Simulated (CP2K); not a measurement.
In under changes of volume

One of the cells (26.686 Å³/atom); the others are scaled copies at fixed shape and fractional positions:

```
CELL_PARAMETERS angstrom
3.26063 0.00000 0.00000
-1.08688 3.07415 0.00000
-1.08688 -1.53708 2.66229
ATOMIC_POSITIONS crystal
In 0.00000 0.00000 0.00000
```

This isn't the form of In at room conditions, which is tetragonal.

```yaml
Program: CP2K 2026.2
Functional: PBEsol
Potentials_or_basis: POTENTIAL_UZH In GTH-PBE-q13; TZVP-MOLOPT-PBE-GTH basis
Density_cutoff: 6123 eV
k_mesh: 10 × 10 × 10
Occupations: fermi-dirac, width 0.05 eV
Spin: no spin polarisation
```

| volume (Å³/atom) | energy over the lowest point (meV/atom) | pressure (GPa) |
| --- | --- | --- |
| 25.085 | 4.46 | 1.7 |
| 25.618 | ? | ? |
| 26.152 | 0.00 | -0.2 |
| 26.686 | 1.96 | -1.0 |
| 27.220 | 6.29 | -1.7 |
| 27.753 | 12.77 | -2.3 |
| 28.287 | 21.20 | -2.8 |

Q: What does the run at 25.618 Å³/atom give?

A: Energy over the lowest point 0.71 meV/atom; pressure 0.7 GPa.

Worked out: A Birch-Murnaghan fit of order 3 (a polynomial in V^(-2/3)) to the other rows has its minimum at 26.02 Å³/atom with B0 = V·E''(V) = 40 GPa and B' = 4.3. It gives 0.74 meV/atom at 25.618 Å³/atom, against the run's 0.71, and -dE/dV = 0.7 GPa, against 0.7.

Energies are extrapolated to zero smearing.

Caveats: the potentials were made for another functional, which shifts forces and pressure; the basis of atomic orbitals isn't converged, which shifts pressures, moduli and gaps.
